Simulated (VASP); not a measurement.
Here is a VASP 6.6.1 calculation.

File INCAR:

```
SYSTEM = Ir
PREC     = Accurate       ! precision mode
ENCUT    = 900            ! plane-wave cutoff, eV
EDIFF    = 1E-7           ! SCF threshold, eV
ISMEAR   = 0              ! smearing method
SIGMA    = 0.1            ! smearing width, eV
LREAL    = .FALSE.        ! projectors in reciprocal space
LASPH    = .TRUE.         ! aspherical terms in the spheres
NELM     = 80             ! most SCF steps
ALGO     = Normal         ! electronic algorithm
ISIF     = 2              ! what is computed and relaxed
LWAVE    = .FALSE.        ! write WAVECAR
LCHARG   = .FALSE.        ! write CHGCAR
GGA      = PS             ! functional
```

KPOINTS

```
regular mesh
0
G
  18 18 18
  0 0 0
```

File POSCAR:

```
Ir
1.0
    0.0000000000      1.9169000000      1.9169000000
    1.9169000000      0.0000000000      1.9169000000
    1.9169000000      1.9169000000      0.0000000000
Ir
1
Direct
    0.0000000000      0.0000000000      0.0000000000
```

Potentials or basis: VASP PAW PBE potentials, release 64 (Ir).

The run is started by

```sh
$ cat potpaw_PBE.64/Ir/POTCAR > POTCAR
$ mpirun -np 1 vasp_std > vasp.out
```

**Question.** Predict the band gap on the k mesh.

**Answer.** None (metal or under the smearing width).

**Question.** What does it give for the pressure?

**Answer.** -0.1 GPa.

Caveat: the PAW data sets were made with another functional, which shifts forces and pressure a little. Spin-orbit coupling is left out, which matters for the levels of Ir.
